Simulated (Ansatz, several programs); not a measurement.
Zincblende KCl, relaxed with PBE in Ansatz (plane waves, PAW): space group F-43m (No. 216), cubic; conventional cell a = 7.067 Å, 44.13 Å³ an atom. K is surrounded by 4 Cl at 3.06 Å; Cl is surrounded by 4 K at 3.06 Å. The cell was then scaled with its shape and fractional coordinates held. The structure was generated, not taken from experiment, and needn't be the ground state; spin polarisation is off.

```tsv
V (Å³/atom)	E (meV/atom)
41.479	6.45
42.802	1.58
44.126	0.00
46.774	4.73
```

(1) Pass a cubic E = c₀ + c₁u + c₂u² + c₃u³, with u = V − 43.795 Å³, through these points.

(2) Where is the minimum, and what bulk modulus follows?

(3) Predict the energy and the pressure at the withheld volume, 45.450 Å³.

Results:

(1) c₀ = 0.11, c₁ = -0.614, c₂ = 0.833, c₃ = -0.0358 (meV and Å³).

(2) dE/du = 0 at u = +0.378, so V₀ = 44.17 Å³. B = V₀ d²E/dV² = 44.17 × (2c₂ + 6c₃u) = 44.17 × 1.585 = 70 meV/Å³, and 1 meV/Å³ is 0.16022 GPa: 11 GPa. A third-order Birch-Murnaghan fit to all five points gives 44.18 Å³ and 11 GPa.

(3) With u = +1.655: E ≈ 1.21 meV and P = −dE/dV ≈ -0.30 GPa. The run gives 1.19 meV and, from its stress, -0.29 GPa.
